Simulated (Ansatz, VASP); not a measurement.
Given: the input of a run of VASP 6.6.1 on ZnO.

INCAR

```
PREC = Accurate
ENCUT = 520
EDIFF = 1E-6
ISMEAR = -1
SIGMA = 0.05
LREAL = False
LASPH = True
NELM = 60
ALGO = Normal
ISIF = 2
LWAVE = False
LCHARG = True
GGA = PE
LELF = True
LVHAR = True
NBANDS = 16
```

File KPOINTS:

```
regular mesh
0
Gamma
  10 10 9
```

Contents of POSCAR:

```
ZnO
1.0
    1.4332300000     -3.5270800000      0.0000000000
    1.4332300000      3.5270800000      0.0000000000
    0.0000000000      0.0000000000      2.8384900000
Zn O
1 1
Direct
    0.0000000000      0.0000000000      0.0000000000
    0.5000000000      0.5000000000      0.5000000000
```

Potentials or basis: VASP PAW PBE potentials, release 64 (Zn, O).

Run with:

```console
$ cat potpaw_PBE.64/Zn/POTCAR potpaw_PBE.64/O/POTCAR > POTCAR
$ mpirun -np 1 vasp_std > vasp.out
```

**Question.** Set up the same calculation for Ansatz 0.2.0. Potentials there: Ansatz PAW.

**Answer.** As run (the cutoff follows the program's own potentials):

Contents of input.yaml:

```yaml
crystal:
  lattice:
    - [1.43323, -3.52708, 0.0]
    - [1.43323, 3.52708, 0.0]
    - [0.0, 0.0, 2.83849]
  atoms:
    - { symbol: Zn, position: [0.0, 0.0, 0.0] }
    - { symbol: O, position: [0.5, 0.5, 0.5] }
hamiltonian:
  xc: pbe
  pseudopotentials: { kind: paw }
kpoints:
  mp_grid: { grid: [10, 10, 9] }
scf:
  occupations: { method: fermi_dirac, width: 0.05 }
output:
  forces: true
  stress: true
  eigenvalues: true
```

Potentials or basis: Ansatz PAW.

Run with:

```console
$ ansatz run input.yaml --threads 1 --pin off --max-ram 3584MiB --backend cpu --events-out ev --progress --plain --runs-dir out
```

Both were run:

|  | VASP | Ansatz | Ansatz less VASP |
| --- | --- | --- | --- |
| gap on the k mesh at the Fermi level (eV) | none | none | - |
| pressure (GPa) | 0.8 | 0.0 | -0.82 |
| largest component of the traceless stress (GPa) | 0.95 | 0.03 | -0.920 |

A gap of «none» marks a metal or a gap that the smearing closes. The functional is the same, so the differences come from potentials, cutoffs and numerics.

Caveats: the pressure holds a Pulay correction of +0.6 GPa for the finite cutoff (Ansatz).
